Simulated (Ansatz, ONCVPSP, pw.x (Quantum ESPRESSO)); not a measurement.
# Ir (Z = 77): does the ONCV potential hold in the solid?

- Element: Ir
- Generator: ONCVPSP 4.0.1.1 (patched build)
- Type: optimised norm-conserving Vanderbilt (ONCV)
- Functional: PBE
- Relativity: scalar-relativistic
- Frozen core: [Kr] 4d10 4f14
- Valence charge: 17
- Reference configuration: 5s2 5p6 5d7 6s1 (charge +1)
- Partial waves: 5s+6s: rc 1.82 bohr, ncon 4, nbas 8, qcut 5.5 1/bohr, 2 projectors; 5p: rc 1.56 bohr, ncon 4, nbas 7, qcut 10.8 1/bohr, 3 projectors, debl 3.2 Ha; 5d: rc 1.52 bohr, ncon 4, nbas 8, qcut 7.3 1/bohr, 2 projectors, debl 0.6 Ha; f scattering state at 0.22 Ha: rc 1.52 bohr, ncon 4, nbas 7, qcut 8 1/bohr, 1 projector
- Local potential: polynomial inside 1.16 bohr (lpopt 3, dvloc0 3 Ha)
- Core correction: none

Atomic tests: cutoffs needed: 34 Ha and 42 Ha (the cutoffs (Ha) at which the residual kinetic energy of the hardest occupied pseudo-wave falls to 1 and 0.1 mHa per electron); ghost test: no bound ghost flagged; no localised positive-energy state flagged; largest excitation error: -12 meV (all-electron minus pseudo) for 5s2 5p6 5d6 6s0, out of 4 test configurations.

Crystal test: bcc Ir in pw.x 7.5, no spin, 15³ k-points, Fermi–Dirac smearing 0.01 Ry, cutoffs 100/400 Ry. The reference is all-electron LAPW (Ansatz 0.2.0) with the same functional, mesh and smearing; V0 and B0 come from Birch–Murnaghan fits to the pressures at five volumes. Errors are pseudo minus all-electron; Δ is the rms difference of the E(V) curves that follow from these fits, minima aligned, over ±6 % about the mean V0. Mesh and smearing are coarse, so the numbers serve the comparison and aren't converged zero-temperature values; the lattice is a test structure that the element need not adopt.

```tsv
V (Å³/atom)	P all-electron (GPa)	P pseudo (GPa)
14.401	15.87	14.81
14.780	6.56	5.57
15.159	-1.43	-2.36
15.538	-8.29	-9.15
15.917	-14.17	-14.97
```

All-electron: a0 = 3.113 Å (V0 = 15.09 Å³/atom), B0 = 303.1 GPa.

Pseudopotential: mean pressure error (GPa): -0.93; a0 (Å): 3.110; a0 error (%): -0.10; B0 error (%): +0.7; Δ (meV/atom): 3.1.

**Question.** At the middle volume, how do free energy and pressure move when the wave cutoff is lowered (ecutrho kept at four times it)?

**Answer.**

```json
{"cutoff (Ry)": "45", "shift of F (meV/atom)": "+3104.3", "shift of P (GPa)": "-94.41"}
{"cutoff (Ry)": "60", "shift of F (meV/atom)": "+562.5", "shift of P (GPa)": "-30.18"}
{"cutoff (Ry)": "80", "shift of F (meV/atom)": "+29.5", "shift of P (GPa)": "-2.64"}
```

The run at the middle volume (120 k-points, 9 iterations) took about 38 s on one core of a shared host (Intel(R) Xeon(R) Platinum 8488C, 192 threads, 744 GiB, load 270).
